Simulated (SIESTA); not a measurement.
Crystal: Sb.

```
CELL_PARAMETERS angstrom
2.15420 1.24373 3.75800
-2.15420 1.24373 3.75800
0.00000 -2.48746 3.75800
ATOMIC_POSITIONS crystal
Sb 0.76651 0.76651 0.76651
Sb 0.23349 0.23349 0.23349
```

Base run:

| Quantity | Value |
| --- | --- |
| Program | SIESTA 5.4.2 |
| Functional | PBEsol |
| Potentials or basis | PseudoDojo 0.4 standard (PBEsol files) |
| Basis | DZP (energy shift 0.003 Ry; two zetas on semicore shells) |
| Grid cutoff | 500 Ry |
| Energy shift | 0.003 Ry |
| k mesh | 8 × 8 × 8 |
| Occupations | fermi-dirac, width 0.05 eV |
| Spin | no spin polarisation |

Its results: band gap on the k mesh none (metal or under the smearing width); pressure 0.9 GPa; largest force 0.325 eV/Å.

Q: The run is repeated on the same cell with these changes: functional from PBEsol to PBE; potentials or basis from PseudoDojo 0.4 standard (PBEsol files) to PseudoDojo 0.4 standard (PBE files). What comes out?

A: Band gap on the k mesh none (metal or under the smearing width); pressure 3.6 GPa; largest force 0.380 eV/Å.

Caveats: the basis of atomic orbitals isn't converged, which shifts pressures, moduli and gaps.

Not every run made on this cell is shown here.
